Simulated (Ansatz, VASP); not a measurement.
InSb in VASP and in Ansatz

```
In Sb
1.0
     0.00000    3.23910    3.23910
     3.23910    0.00000    3.23910
     3.23910    3.23910    0.00000
In Sb
1 1
Direct
  0.00000 0.00000 0.00000
  0.75000 0.75000 0.75000
```

Alike in both runs: task single point; functional PBE; k mesh 13 × 13 × 13; occupations fermi-dirac, width 0.05 eV; no spin polarisation.

|  | VASP | Ansatz |
| --- | --- | --- |
| version | VASP 6.6.1 | Ansatz 0.2.0 |
| potentials or method | VASP PAW PBE potentials, release 64 (In_d, Sb), cutoff 520 eV | all-electron LAPW, scalar-relativistic |

```tsv
	VASP	Ansatz	Ansatz less VASP
pressure (GPa)	3.1	3.1	+0.04
```

Ansatz ran all-electron here, so the differences hold the error of VASP's frozen core and of both bases.

The runs have no spin-orbit coupling, so splittings on Sb are missing.
